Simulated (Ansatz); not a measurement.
This Ansatz (a first-principles code) input is the reference run, GeO$_{2}$ in the rutile structure (space group P4_2/mnm, No. 136), computed with Kohn–Sham DFT with the PBE functional, run in Ansatz with PAW and 420 eV plane waves, spin-orbit coupling left out:

Ansatz 0.2 input:
```yaml
crystal:
  lattice:
    - [4.4875018133, 0, 0]
    - [0, 4.4875018133, 0]
    - [0, 0, 2.9049725806]
  atoms:
    - { symbol: Ge, position: [0, 0, 0] }
    - { symbol: Ge, position: [0.5, 0.5, 0.5] }
    - { symbol: O, position: [0.3071447846, 0.3071447846, 0] }
    - { symbol: O, position: [0.8071447846, 0.1928552154, 0.5] }
    - { symbol: O, position: [0.1928552154, 0.8071447846, 0.5] }
    - { symbol: O, position: [0.6928552154, 0.6928552154, 0] }
basis: { ecutwfc: 420, ecutrho_ratio: 4, xc_grid: 2, fft_grid_basis: typed }
kpoints: { mp_grid: { grid: [11, 11, 16] } }
hamiltonian:
  xc: pbe
  dispersion: none
  pseudopotentials: { kind: paw }
scf: { occupations: { method: fermi_dirac, width: 0.0259 }, convergence: { dr2_threshold: 0.0000000006 } }
output: { forces: true, stress: true }
checkpoint: { write: state.ck, write_every: 1000 }
```

Write the input for this change: 1.17 holes added to each cell, a density of 2.0×10^22 cm⁻³, with a uniform compensating background at fixed cell and a 300 K Fermi–Dirac width.


Ansatz 0.2 input:
```yaml
crystal:
  lattice:
    - [4.4875018133, 0, 0]
    - [0, 4.4875018133, 0]
    - [0, 0, 2.9049725806]
  atoms:
    - { symbol: Ge, position: [0, 0, 0] }
    - { symbol: Ge, position: [0.5, 0.5, 0.5] }
    - { symbol: O, position: [0.3071447846, 0.3071447846, 0] }
    - { symbol: O, position: [0.8071447846, 0.1928552154, 0.5] }
    - { symbol: O, position: [0.1928552154, 0.8071447846, 0.5] }
    - { symbol: O, position: [0.6928552154, 0.6928552154, 0] }
basis: { ecutwfc: 420, ecutrho_ratio: 4, xc_grid: 2, fft_grid_basis: typed }
kpoints: { mp_grid: { grid: [11, 11, 16] } }
hamiltonian:
  xc: pbe
  dispersion: none
  pseudopotentials: { kind: paw }
total_charge: 1.169988
scf: { occupations: { method: fermi_dirac, width: 0.0259 }, convergence: { dr2_threshold: 0.0000000006 } }
relax: { f_tol: 0.005, max_steps: 30 }
output: { forces: true, stress: true }
checkpoint: { write: state.ck, write_every: 1000 }
```
This is the input that was run.

Carriers are added with a uniform compensating background; total energy and stress of such cells depend on the potential's zero and are not compared; many-body gap narrowing is missing at this level. No phonon test of stability was made.
